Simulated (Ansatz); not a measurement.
Runs of Ansatz 0.2.0 on TePb. Symmetry: Pm-3m, No. 221, cubic system. Conventional cell: a = 4.002 Å, b = 4.002 Å, c = 4.002 Å, α = 90.00°, β = 90.00°, γ = 90.00°. Pb (site symmetry m-3m) has 8 Te at 3.47 Å as nearest neighbours. Te (site symmetry m-3m) has 8 Pb at 3.47 Å as nearest neighbours. Measurements of this composition are mostly on another form, of space group No. 225.

```csv
task,level,cell,k mesh,cutoff (eV),pressure (GPa),relaxed volume (Å³/atom)
band structure,LDA,as given,7 × 7 × 7,148,-3.9,-
relaxation of cell and atoms,LDA,relaxed,7 × 7 × 7,-,0.0,(a)
band structure,RPBE,as given,7 × 7 × 7,147,1.6,-
relaxation of cell and atoms,revPBE+D3(BJ),relaxed,7 × 7 × 7,-,0.0,29.98
```

Alike in all rows: potentials or basis all-electron LAPW, scalar-relativistic; no spin polarisation; smearing fermi-dirac 0.05 eV; basis error allowed 0.001 eV/atom.

Q: Estimate the missing entries.

A: (a) 29.13.

Runs at the PBE level aren't shown here.
